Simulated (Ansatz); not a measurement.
The system is HgTe.

```
CELL_PARAMETERS angstrom
-3.04560 3.04560 1.55941
3.04560 -3.04560 1.55941
3.04560 3.04560 -1.55941
ATOMIC_POSITIONS crystal
Hg 0.75000 0.25000 0.50000
Te 0.00000 0.00000 0.00000
```

Measurements of this composition are mostly on another form, of space group No. 216.

Base run:

- Program: Ansatz 0.2.0
- Functional: BLYP
- Dispersion: D4
- Potentials or basis: all-electron LAPW, relativistic spinors
- Cutoff: 207 eV (chosen from the basis error)
- Basis error allowed: 0.001 eV/atom
- k mesh: 7 × 7 × 7
- Occupations: gaussian, width 0.05 eV
- Spin: spin-orbit coupling, no magnetisation

Its results: band gap on the k mesh none (metal or under the smearing width); pressure -0.7 GPa.

Q: The run is repeated on the same cell with these changes: functional from BLYP to LDA; dispersion from D4 to none. What comes out?

A: Band gap on the k mesh none (metal or under the smearing width); pressure -5.3 GPa.

Several settings changed at once, so the effect can't be laid on one alone.

Caveats: the k mesh is thin for a metal, which can move the energy by tens of meV per atom; pairwise dispersion overbinds metals, which lowers pressure and volume (some runs).
